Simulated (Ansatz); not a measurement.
SnGe₅ polymorphs, one row open

Computed with DFT PBE, scalar-relativistic, plane waves, PAW (Ansatz). All cells share a 420 eV cutoff and Γ-centred k meshes spaced at most about 0.3 Å⁻¹ (about 0.25 or finer for metals, 2π included). No spin polarisation.

These are static total energies at zero pressure. Rows are sorted by volume; energies count from the lowest form computed. Coordination counts Ge atoms around Sn (those within 1.25 times the shortest such distance or 1.15 times the sum of covalent radii; a plus sign parts nearer from farther groups; the shortest distance is added where it is long for a bond). The table shows 5 of 9 forms computed.

```csv
row,form,source,atoms,coordination,V (Å³/atom),gap on mesh (eV),ΔE (meV/atom)
1,P4/mmm,invented,6,Sn 8+2 from 3.2 Å,20.6,0,10
2,Pmmm,invented,6,Sn 10 from 3.2 Å,20.8,0,0
3,F-43m,invented,6,Sn 16 from 3.3 Å,21.3,0,70
4,"CaCu5 type, P6/mmm",invented,6,Sn 6+12 from 3.2 Å,22.1,0,69
5,F-43m,invented,6,Sn 12+6 from 3.8 Å,33.5,0,?
```

The cell of row 5:

```
Sn Ge
1.0
     0.00000    4.64915    4.64915
     4.64915    0.00000    4.64915
     4.64915    4.64915    0.00000
Sn Ge
1 5
Cartesian
  0.0000 0.0000 0.0000
  4.6492 4.6492 4.6492
  3.2357 6.0626 6.0626
  6.0626 3.2357 6.0626
  6.0626 6.0626 3.2357
  3.2357 3.2357 3.2357
```

Question: How far above the lowest form does the open row lie?

Answer: 0.45 eV/atom, which puts it above row 3, the highest in the table. Counting Ge atoms around Sn, row 5 has Sn 12+6 from 3.8 Å and the lowest form (row 2) has Sn 10 from 3.2 Å.

An observed structure of this formula, if there is one, may be missing.

Cells relaxed within their symmetry can be saddle points. Some structure types and database cells were kept out of the candidates from the start, so a known form may be missing.
